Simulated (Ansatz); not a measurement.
Runs of Ansatz 0.2.0 on Mo. Symmetry: Im-3m, No. 229, cubic system. Conventional cell: a = 3.168 Å, b = 3.168 Å, c = 3.168 Å, α = 90.00°, β = 90.00°, γ = 90.00°. Mo (site symmetry m-3m) has 8 Mo at 2.74 Å as nearest neighbours. 

```tsv
task	level	cell	cutoff (eV)	pressure (GPa)	relaxed volume (Å³/atom)
relaxation of cell and atoms	PBEsol	relaxed	-	0.0	15.32
relaxation of cell and atoms	PBEsol+D4	relaxed	-	0.0	15.13
band structure	LDA	as given	248	-14.1	-
relaxation of cell and atoms	revPBE+D4	relaxed	-	0.0	(a)
relaxation of cell and atoms	revPBE+D3(BJ)	relaxed	-	0.0	(b)
```

Alike in all rows: potentials or basis all-electron LAPW, scalar-relativistic; no spin polarisation; k mesh 12 × 12 × 12; smearing fermi-dirac 0.05 eV; basis error allowed 0.001 eV/atom.

Task: Fill in the values left out.

Result: (a) 15.36; (b) 15.09.

Runs at the PBE level aren't shown here.
